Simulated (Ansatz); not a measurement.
BaF2 built on the fluorite prototype at its r2SCAN geometry, run in Ansatz 0.2.0 at 4 levels of theory. (Simulation; no magnetic order is allowed.)

The PBE+SOC input:
```yaml
crystal:
  lattice:
    - [0.0, 3.0971637713, 3.0971637713]
    - [3.0971637713, 0.0, 3.0971637713]
    - [3.0971637713, 3.0971637713, 0.0]
  atoms:
    - { symbol: Ba, position: [0.0, 0.0, 0.0] }
    - { symbol: F, position: [0.25, 0.25, 0.25] }
    - { symbol: F, position: [0.75, 0.75, 0.75] }
kpoints:
  mp_grid: { grid: [8, 8, 8] }
  band_path:
    path:
      - [0.0, 0.0, 0.0]
      - [0.5, 0.0, 0.5]
      - [0.625, 0.25, 0.625]
      - [0.375, 0.375, 0.75]
      - [0.5, 0.5, 0.5]
      - [0.5, 0.25, 0.75]
      - [0.0, 0.229167, -0.229167]
    npoints: 1
hamiltonian:
  xc: pbe
scf:
  occupations: { method: fixed }
  n_extra_bands: 8
magnetization:
  noncollinear: true
  spin_orbit: true
output:
  forces: true
  stress: true
  eigenvalues: true
```

Main results, then, where recorded, the levels near the gap in eV from the Fermi energy (columns number the bands from 0), one row a point of the path (Γ, X, U, K, L, W, K–Γ (0.39)):
```
Crystal: 3 atoms, lattice volume = 59.419 Å³
Symmetry: 48 space group operations + 48 with time reversal
Magnetic group: BNS 225.117 (UNI 1619)
```
```
Basis set: ecut = 420 eV, 1211 PW (Γ)
k-points: 29 of 512
SCF 1 converged in 9 iterations: F = -7577.168436 eV  dr2 = 3.12e-9
Free energy (F): -7577.168436 eV
Fermi energy:    3.169107 eV
--- Stress (GPa, compression-positive) ---
        1.434137       0.000000       0.000000
        0.000000       1.434137       0.000000
        0.000000       0.000000       1.434137
  P = ⅓ Tr σ = 1.4341 GPa (14.341 kbar)
```
```tsv
band_14	band_15	band_16	band_17	band_18	band_19	band_20	band_21	band_22	band_23	band_24	band_25	band_26	band_27	band_28	band_29
-1.487	-1.487	-1.487	-1.487	-0.199	-0.199	-0.069	-0.069	-0.069	-0.069	6.829	6.829	9.270	9.270	9.270	9.270
-0.415	-0.415	-0.390	-0.390	-0.350	-0.350	-0.261	-0.261	-0.171	-0.171	7.305	7.305	9.084	9.084	10.770	10.770
-0.572	-0.572	-0.549	-0.549	-0.342	-0.342	-0.236	-0.236	-0.169	-0.169	7.564	7.564	9.441	9.441	9.979	9.979
-0.572	-0.572	-0.549	-0.549	-0.342	-0.342	-0.236	-0.236	-0.169	-0.169	7.564	7.564	9.441	9.441	9.979	9.979
-1.083	-1.083	-0.670	-0.670	-0.400	-0.400	-0.240	-0.240	-0.113	-0.113	9.156	9.156	9.253	9.253	9.291	9.291
-0.639	-0.639	-0.388	-0.388	-0.315	-0.315	-0.311	-0.311	-0.228	-0.228	7.570	7.570	9.808	9.808	9.954	9.954
-0.982	-0.982	-0.786	-0.786	-0.608	-0.608	-0.328	-0.328	0.002	0.002	8.260	8.260	9.174	9.174	9.576	9.576
```

PBE+SOC gives an indirect gap of 6.83 eV, from K–Γ (0.39 of the way from K) to Γ; the least direct gap is 6.90 eV at Γ.

r2SCAN. Against the first input these blocks differ (the band path and keys that only write files left aside):
```yaml
hamiltonian:
  xc: r2scan
scf:
  occupations: { method: fixed }
  n_extra_bands: 4
```
(magnetization left out)

```
Basis set: ecut = 500 eV, 1459 PW (Γ)
k-points: 29 of 512
SCF 1 converged in 6 iterations: F = -7590.721739 eV  dr2 = 3.32e-9
Free energy (F): -7590.721739 eV
Fermi energy:    2.635239 eV
--- Stress (GPa, compression-positive) ---
        0.012200       0.000000       0.000000
        0.000000       0.012200       0.000000
        0.000000       0.000000       0.012200
  P = ⅓ Tr σ = 0.0122 GPa (0.122 kbar)
```
```tsv
band_7	band_8	band_9	band_10	band_11	band_12	band_13	band_14
-1.470	-1.470	-0.102	-0.102	-0.102	7.414	9.988	9.988
-0.356	-0.356	-0.316	-0.316	-0.171	7.754	9.924	11.480
-0.531	-0.521	-0.336	-0.231	-0.172	8.021	10.282	10.663
-0.531	-0.521	-0.336	-0.231	-0.172	8.021	10.282	10.663
-1.071	-0.641	-0.362	-0.174	-0.174	9.924	9.929	9.929
-0.583	-0.344	-0.344	-0.305	-0.225	8.024	10.534	10.797
-0.955	-0.753	-0.593	-0.306	0.002	8.741	9.850	10.342
```

With r2SCAN the valence top lies at K–Γ (0.39 of the way from K) and the conduction bottom at Γ, 7.41 eV higher; the smallest vertical gap, at Γ, is 7.52 eV. The mean stress is close to zero (0.01 GPa).

Task: In the first input these blocks are replaced (the band path and keys that only write files left aside):
```yaml
kpoints:
  mp_grid: { grid: [6, 6, 6] }
hamiltonian:
  xc: hse06
scf:
  occupations: { method: fixed }
  n_extra_bands: 4
```
(magnetization left out)
What comes out?

Result:
```
Basis set: ecut = 420 eV, 1211 PW (Γ)
k-points: 16 of 216
SCF 1 stopped early in 2 iterations: F = -7572.402310 eV  dr2 = 2.23e-5
Exchange kernel: α = 0.2500, screened, ω = 0.2079 Å⁻¹, Wigner–Seitz truncation, v(0) = 1046.8617 eV·Å³, q-mesh 6×6×6
SCF 2 stopped early in 7 iterations: F = -7576.956327 eV  dr2 = 1.22e-6
hybrid outer 1: dexx = +8.047e-3 eV, tail = 1.60e-5 eV
SCF 3 converged in 5 iterations: F = -7576.956397 eV  dr2 = 2.07e-9
hybrid outer 2: dexx = +1.665e-7 eV, tail = 8.45e-9 eV, Δε = 1.84e-3 eV
Free energy (F): -7576.956397 eV
Fermi energy:    1.587130 eV
--- Stress (GPa, compression-positive) ---
        0.372928       0.000000       0.000000
        0.000000       0.372928       0.000000
        0.000000       0.000000       0.372928
  P = ⅓ Tr σ = 0.3729 GPa (3.729 kbar)
```
```tsv
band_7	band_8	band_9	band_10	band_11	band_12	band_13	band_14
-1.536	-1.536	-0.084	-0.084	-0.084	8.793	11.407	11.407
-0.372	-0.372	-0.274	-0.274	-0.179	9.254	11.242	12.987
-0.554	-0.488	-0.298	-0.239	-0.166	9.533	11.609	12.150
-0.554	-0.488	-0.298	-0.239	-0.166	9.533	11.609	12.150
-1.111	-0.681	-0.339	-0.147	-0.147	11.337	11.381	11.381
-0.527	-0.329	-0.329	-0.319	-0.234	9.540	12.017	12.132
-0.958	-0.787	-0.609	-0.279	0.028	10.253	11.300	11.711
```
The HSE06 gap is indirect, 8.76 eV (K–Γ (0.39 of the way from K) to Γ), below the direct gap of 8.88 eV at Γ. The mean stress, +0.4 GPa, is small, and the program warns that its thresholds are loose for a hybrid's stress.

Task: Another run on the same cell gave
```
Basis set: ecut = 420 eV, 1211 PW (Γ)
k-points: 8 of 64
SCF 1 stopped early in 5 iterations: F = -7577.166460 eV  dr2 = 2.35e-3
SCF 2 stopped early in 8 iterations: F = -7575.333220 eV  dr2 = 5.22e-6
hybrid outer 1: dexx = +7.513e-3 eV, tail = 2.45e-5 eV
SCF 3 converged in 4 iterations: F = -7575.333302 eV  dr2 = 2.53e-8
hybrid outer 2: dexx = +2.499e-7 eV, tail = 5.50e-8 eV, Δε = 2.92e-3 eV
Free energy (F): -7575.333302 eV
Fermi energy:    1.632730 eV
```
```tsv
band_14	band_15	band_16	band_17	band_18	band_19	band_20	band_21	band_22	band_23	band_24	band_25	band_26	band_27	band_28	band_29
-1.566	-1.566	-1.566	-1.566	-0.234	-0.234	-0.077	-0.077	-0.077	-0.077	8.747	8.747	11.365	11.365	11.365	11.365
-0.443	-0.443	-0.406	-0.406	-0.396	-0.396	-0.254	-0.254	-0.192	-0.192	9.209	9.209	11.199	11.199	12.951	12.951
-0.603	-0.603	-0.568	-0.568	-0.330	-0.330	-0.278	-0.278	-0.185	-0.185	9.489	9.489	11.562	11.562	12.114	12.114
-0.603	-0.603	-0.568	-0.568	-0.330	-0.330	-0.278	-0.278	-0.185	-0.185	9.489	9.489	11.562	11.562	12.114	12.114
-1.141	-1.141	-0.727	-0.727	-0.414	-0.414	-0.246	-0.246	-0.101	-0.101	11.265	11.265	11.336	11.336	11.372	11.372
-0.617	-0.617	-0.403	-0.403	-0.342	-0.342	-0.324	-0.324	-0.270	-0.270	9.496	9.496	11.944	11.944	12.087	12.087
-1.005	-1.005	-0.838	-0.838	-0.653	-0.653	-0.330	-0.330	0.002	0.002	10.206	10.206	11.256	11.256	11.668	11.668
```
Which level of theory and mesh gave it?

Result: It is HSE06+SOC, judged by the exchange loop and the size of the gap (a near hybrid could fit too), on 4×4×4; the blocks that differ from the first input, but for the band path:
```yaml
kpoints:
  mp_grid: { grid: [4, 4, 4] }
hamiltonian:
  xc: hse06
output:
  eigenvalues: true
```
HSE06+SOC gives an indirect gap of 8.75 eV, from K–Γ (0.39 of the way from K) to Γ; the least direct gap is 8.82 eV at Γ.

Small level splittings and stresses of the hybrids carry the error of their coarser meshes.

Totals of different functionals, or with and without spin-orbit coupling, can't be compared.

Only the levels marked +SOC include spin-orbit coupling.

The meshes of the hybrids are coarse, so their gaps aren't converged to the digits shown.
